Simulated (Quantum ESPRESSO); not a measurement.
## NaF (Villiaumite) under changes of volume

One of the cells (12.487 Å³/atom); the others are scaled copies at fixed shape and fractional positions:

```
Na F
1.0
     0.00000    2.32000    2.32000
     2.32000    0.00000    2.32000
     2.32000    2.32000    0.00000
Na F
1 1
Direct
  0.00000 0.00000 0.00000
  0.50000 0.50000 0.50000
```

| Quantity | Value |
| --- | --- |
| Program | Quantum ESPRESSO 7.5 |
| Functional | r2SCAN |
| Potentials or basis | SG15 PBE 1.2 |
| Cutoff | 1197 eV |
| Density cutoff | 4789 eV |
| k mesh | 8 × 8 × 8 |
| Occupations | fermi-dirac, width 0.05 eV |
| Spin | no spin polarisation |

```tsv
volume (Å³/atom)	energy over the lowest point (meV/atom)	pressure (GPa)	gap on the mesh (eV)
11.738	4.52	2.6	7.52
11.988	1.30	1.3	7.40
12.237	0.00	0.1	7.28
12.487	0.45	-0.9	7.16
12.737	2.43	-1.8	7.05
12.987	?	?	?
13.236	10.38	-3.4	6.85
```

Task: What does the run at 12.987 Å³/atom give?

Result: Energy over the lowest point 5.80 meV/atom; pressure -2.7 GPa; gap on the mesh 6.95 eV.

Worked out: A Birch-Murnaghan fit of order 3 (a polynomial in V^(-2/3)) to the other rows has its minimum at 12.29 Å³/atom with B0 = V·E''(V) = 53 GPa and B' = 4.6. It gives 5.80 meV/atom at 12.987 Å³/atom, against the run's 5.80, and -dE/dV = -2.6 GPa, against -2.7. A straight line through the other rows of the gap, of slope -5.61 eV per unit of ln V (its deformation potential), gives 6.95 eV, against the run's 6.95.

Energies are extrapolated to zero smearing.

Caveats: the potentials were made for another functional, which shifts forces and pressure.
